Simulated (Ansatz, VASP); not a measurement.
## Ni: VASP beside Ansatz

File INCAR:

```
SYSTEM = Ni
PREC     = Accurate       ! precision mode
ENCUT    = 520            ! plane-wave cutoff, eV
EDIFF    = 1E-7           ! SCF threshold, eV
ISMEAR   = -1             ! smearing method
SIGMA    = 0.1            ! smearing width, eV
LREAL    = .False.        ! projectors in reciprocal space
LASPH    = .True.         ! aspherical terms in the spheres
NELM     = 150            ! most SCF steps
ALGO     = Normal         ! electronic algorithm
ISIF     = 2              ! what is computed and relaxed
LWAVE    = .False.        ! write WAVECAR
LCHARG   = .True.         ! write CHGCAR
ISPIN    = 2              ! spin polarisation
MAGMOM   = 2              ! initial moments
LORBIT   = 11             ! projections on sites
LMAXMIX  = 4              ! l up to which the mixer works
GGA      = PE             ! functional
LELF     = .True.         ! ELF
LVHAR    = .True.       
NBANDS   = 15             ! bands
```

Contents of KPOINTS:

```
Automatic mesh
0
Gamma
  13 13 13
  0 0 0
```

File POSCAR:

```
Ni
1.0
    0.0000000000      1.7758000000      1.7758000000
    1.7758000000      0.0000000000      1.7758000000
    1.7758000000      1.7758000000      0.0000000000
Ni
1
Direct
    0.0000000000      0.0000000000      0.0000000000
```

Input for Ansatz:

```yaml
crystal:
  lattice:
    - [0.0, 1.7758, 1.7758]
    - [1.7758, 0.0, 1.7758]
    - [1.7758, 1.7758, 0.0]
  atoms:
    - { symbol: Ni, position: [0.0, 0.0, 0.0], spin: 2.0 }
magnetization:
  spin_polarized: true
hamiltonian:
  xc: pbe
  pseudopotentials: { kind: paw }
basis:
  ecutwfc: 420
kpoints:
  mp_grid: { grid: [13, 13, 13] }
scf:
  occupations: { method: fermi_dirac, width: 0.1 }
  lower_state_search: "off"
  algorithm: density_mixing
  max_iter: 60
  mixing: { algorithm: broyden, beta: 0.4, beta_mag: 1.6, spin_hold: "off" }
output:
  forces: true
  stress: true
```

Alike in both runs: task single point; functional PBE; k mesh 13 × 13 × 13; occupations fermi-dirac, width 0.1 eV; collinear spin.

|  | VASP | Ansatz |
| --- | --- | --- |
| version | VASP 6.6.1 | Ansatz 0.2.0 |
| potentials or method | VASP PAW PBE potentials, release 64 (Ni) | PAW, plane waves, scalar-relativistic |
| plane-wave cutoff (eV) | 520 | 420 |
| valence electrons in the cell | 10 | 18 |

Ansatz gave:

* pressure (GPa): -5.0
* net moment per atom (μB): 0.63
* size of the moment on the site where the two differ most (μB): 0.67

Task: Estimate VASP's values.

Result: Pressure (GPa): -4.9; net moment per atom (μB): 0.62; size of the moment on the site where the two differ most (μB): 0.64.

Site moments also hang on the region over which each program counts them. The two sets of potentials don't hold the same shells in valence. Ansatz warned: «stability_check_not_made».
